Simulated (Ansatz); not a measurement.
**InSb (F-43m), clamped-ion strain scan**

The calculation used DFT PBE, scalar-relativistic, plane waves, PAW (Ansatz 0.2.0). Cutoff 420 eV, Γ-centred 12×12×12 k-points, Gaussian smearing of 0.15 eV. No spin polarisation. Energies are free energies at this smearing, counted from the undisturbed cell; pressure is positive in compression.

The undisturbed cell (as given, not relaxed at this level; it stands at 3.1 GPa):

```
In Sb
1.0
     0.00000    3.23910    3.23910
     3.23910    0.00000    3.23910
     3.23910    3.23910    0.00000
In Sb
1 1
Direct
  0.00000 0.00000 0.00000
  0.75000 0.75000 0.75000
```

The cell is strained by ε times the Voigt pattern (0, 0, 1, 0, 0, 0) (xx, yy, zz, yz, xz, xy; engineering shear) with fractional coordinates fixed. The cell is metallic on the mesh throughout.

Problem. Over the sampled range (-0.0200 to 0.0200), is the undisturbed cell the lowest point?

Solution. No: the energy is lower at ε = 0.0200, -10.5 in ΔE (meV/atom).

Problem. Which end lies higher in energy, -0.0200 or +0.0200?

Solution. -0.0200: 16.3 against -10.5.

The scan:

```tsv
ε	ΔE (meV/atom)
-0.0200	16.3
-0.0150	11.6
-0.0100	7.4
-0.0050	3.5
0.0000	0.0
0.0050	-3.2
0.0100	-5.9
0.0150	-8.4
0.0175	-9.5
0.0200	-10.5
```